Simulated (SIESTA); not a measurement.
MgB2:

```
CELL_PARAMETERS angstrom
3.08500 0.00000 0.00000
-1.54250 2.67169 0.00000
0.00000 0.00000 3.52300
ATOMIC_POSITIONS crystal
Mg 0.00000 0.00000 0.00000
B 0.66667 0.33333 0.50000
B 0.33333 0.66667 0.50000
```

Base run:

```yaml
Program: SIESTA 5.4.2
Functional: PBEsol
Potentials_or_basis: PseudoDojo 0.4 standard (PBEsol files)
Basis: DZP (energy shift 0.003 Ry; two zetas on semicore shells)
Grid_cutoff: 800 Ry
Energy_shift: 0.003 Ry
k_mesh: 10 × 10 × 8
Occupations: fermi-dirac, width 0.05 eV
Spin: no spin polarisation
```

Its results: band gap on the k mesh none (metal or under the smearing width); pressure 2.4 GPa.

Q: The run is repeated on the same cell with these changes: basis from DZP (energy shift 0.003 Ry; two zetas on semicore shells) to TZP (energy shift 0.003 Ry; two zetas on semicore shells). What comes out?

A: Band gap on the k mesh none (metal or under the smearing width); pressure 0.4 GPa.

Caveats: the basis of atomic orbitals isn't converged, which shifts pressures, moduli and gaps.
